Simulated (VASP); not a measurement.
**VASP 6.6.1 run: InSb**

INCAR

```
NBANDS = 16
EDIFF = 1E-7
LWAVE = .FALSE.
NSW = 0
NELM = 120
ISMEAR = -1
LCHARG = .FALSE.
SIGMA = 0.02
GGA = PE
IBRION = -1
PREC = Accurate
AMIX = 0.2
LREAL = .FALSE.
LASPH = .TRUE.
ENCUT = 700
IMIX = 1
ISIF = 2
```

KPOINTS

```
KPOINTS created by Atomic Simulation Environment
0
Gamma
6 6 6
0 0 0
```

POSCAR

```
In Sb
 1.0000000000000000
     0.0000000000000000    3.3123081477000000    3.2433612246000001
     3.3123081477000000    0.0000000000000000    3.2433612246000001
     3.3123081477000000    3.3123081477000000    0.0000000000000000
 In  Sb
   1   1
Cartesian
  0.0000000000000000  0.0000000000000000  0.0000000000000000
  1.6561540738500000  1.6561540738500000  1.6216806123000000
```

The recommended PBE PAW datasets give the neutral cell 18 valence electrons.

Command

```
mpirun -np 1 vasp_std
```

OSZICAR

```
N       E                     dE             d eps       ncg     rms          rms(c)
DAV:   1     0.123873943661E+03    0.12387E+03   -0.93601E+03   960   0.138E+03
DAV:   2     0.138483249183E+01   -0.12249E+03   -0.11848E+03  1080   0.319E+02
DAV:   3    -0.677750715278E+01   -0.81623E+01   -0.80676E+01  1208   0.791E+01
DAV:   4    -0.701602495624E+01   -0.23852E+00   -0.23847E+00  1208   0.151E+01
DAV:   5    -0.702901781252E+01   -0.12993E-01   -0.12993E-01  1496   0.295E+00    0.389E+00
DAV:   6    -0.696957919767E+01    0.59439E-01   -0.39644E-02  1376   0.292E+00    0.306E+00
DAV:   7    -0.694413107389E+01    0.25448E-01   -0.21213E-02  1360   0.170E+00    0.239E+00
DAV:   8    -0.693298357053E+01    0.11148E-01   -0.78961E-03  1408   0.100E+00    0.188E+00
DAV:   9    -0.692782134089E+01    0.51622E-02   -0.27955E-03  1368   0.604E-01    0.151E+00
DAV:  10    -0.692539002457E+01    0.24313E-02   -0.14979E-03  1320   0.376E-01    0.121E+00
...
DAV:  38    -0.692470933339E+01   -0.80986E-06   -0.10344E-07  1064   0.148E-03    0.360E-03
DAV:  39    -0.692470994264E+01   -0.60925E-06   -0.77642E-08  1048   0.128E-03    0.300E-03
DAV:  40    -0.692471040162E+01   -0.45898E-06   -0.58548E-08   888   0.112E-03    0.250E-03
DAV:  41    -0.692471074628E+01   -0.34466E-06   -0.44748E-08   920   0.100E-03    0.209E-03
DAV:  42    -0.692471100490E+01   -0.25862E-06   -0.33426E-08   864   0.884E-04    0.175E-03
DAV:  43    -0.692471119888E+01   -0.19398E-06   -0.25068E-08   864   0.768E-04    0.147E-03
DAV:  44    -0.692471134443E+01   -0.14556E-06   -0.18792E-08   880   0.675E-04    0.124E-03
DAV:  45    -0.692471145203E+01   -0.10759E-06   -0.14153E-08   816   0.581E-04    0.104E-03
DAV:  46    -0.692471153324E+01   -0.81213E-07   -0.10611E-08   768   0.511E-04
   1 F= -.69247115E+01 E0= -.69246366E+01  d E =-.149918E-03
```

From OUTCAR

```
k-points           NKPTS =     30   k-points in BZ     NKDIM =     30   number of bands    NBANDS=     16

   NELECT =      18.0000    total number of electrons

   dimension x,y,z NGX =    40 NGY =   40 NGZ =   40
   dimension x,y,z NGXF=    80 NGYF=   80 NGZF=   80

  energy-cutoff  :      700.00
  volume of cell :       71.17
      direct lattice vectors                 reciprocal lattice vectors
     0.000000000  3.312308148  3.243361225    -0.150952139  0.150952139  0.154161059
     3.312308148  0.000000000  3.243361225     0.150952139 -0.150952139  0.154161059
     3.312308148  3.312308148  0.000000000     0.150952139  0.150952139 -0.154161059

 k-points in reciprocal lattice and weights: KPOINTS created by Atomic Simulation Env
   0.00000000  0.00000000  0.00000000       0.005
   0.16666667 -0.00000000  0.00000000       0.037
   0.33333333 -0.00000000  0.00000000       0.037
   0.50000000  0.00000000  0.00000000       0.019
   0.16666667  0.16666667  0.00000000       0.009
   0.33333333  0.16666667  0.00000000       0.037
   0.50000000  0.16666667  0.00000000       0.037
  -0.33333333  0.16666667  0.00000000       0.037
   ...

 E-fermi :   4.6646

 k-point     1 :       0.0000    0.0000    0.0000
  band No.  band energies     occupation
      1      -9.8810      2.00000
      2      -9.8810      2.00000
      3      -9.8769      2.00000
      4      -9.8088      2.00000
      5      -9.8053      2.00000
      6      -5.7940      2.00000
      7       4.1886      2.00000
      8       4.6092      1.88239
      9       4.6092      1.88239
     10       4.7050      0.23524
     11       7.5727      0.00000
     12       7.6192      0.00000
     13       7.6192      0.00000
     14      10.3296      0.00000
     15      12.6763      0.00000
     16      12.9630      0.00000

 k-point     2 :       0.1667   -0.0000    0.0000
  band No.  band energies     occupation
      1      -9.8896      2.00000
      2      -9.8764      2.00000
      3      -9.8736      2.00000
      4      -9.8092      2.00000
      5      -9.8053      2.00000
      6      -5.5619      2.00000
      7       2.1749      2.00000
      8       4.2899      2.00000
      9       4.3731      2.00000
     10       5.4991      0.00000
     11       8.0078      0.00000
     12       8.0382      0.00000
     13       8.2891      0.00000
     14      11.4027      0.00000
     15      11.8455      0.00000
     16      12.0075      0.00000

 k-point     3 :       0.3333   -0.0000    0.0000
  band No.  band energies     occupation
      1      -9.9088      2.00000
      2      -9.8684      2.00000
      3      -9.8659      2.00000
      4      -9.8088      2.00000
      5      -9.8042      2.00000
      6      -4.9666      2.00000
      7       0.1564      2.00000
      8       3.8247      2.00000
      9       3.9380      2.00000
     10       5.2508      0.00000
     11       8.3999      0.00000
     12       8.4647      0.00000
     13      10.2947      0.00000
     14      11.3395      0.00000
     15      12.3137      0.00000
     16      12.3219      0.00000

 ...

  Total        0.4062186      0.4062186      0.6146866      0.0000000      0.0000000      0.0000000
  in kB        9.1449971      9.1449971     13.8381348      0.0000000      0.0000000      0.0000000
  external PRESSURE =      10.7093764 kB  Pullay stress =       0.0000000 kB

 POSITION                                       TOTAL-FORCE (eV/Angst)
 -----------------------------------------------------------------------------------
      0.00000      0.00000      0.00000         0.000000      0.000000      0.000000
      1.65615      1.65615      1.62168         0.000000      0.000000      0.000000
 -----------------------------------------------------------------------------------
    total drift:                               -0.000000     -0.000000      0.000000

  FREE ENERGIE OF THE ION-ELECTRON SYSTEM (eV)
  ---------------------------------------------------
  free  energy   TOTEN  =        -6.9247115332 eV

  energy  without entropy=       -6.9245616153  energy(sigma->0) =       -6.92463657
```

It converged. Results: gap between bands v and c on the k mesh 0.10 eV; least direct gap on the k mesh 0.10 eV; pressure 1.1 GPa. Band v is the last that the valence electrons fill when counted band by band, and c is the next.

For comparison, a separate PBE run of the intended cell, on usual settings and not on those above, gives a gap of 0.10 eV on its mesh and a pressure of 1.0 GPa.

The run above took about 3.2 min on one core of a shared host (Intel Xeon Platinum 8488C) and held 0.25 GiB at most.
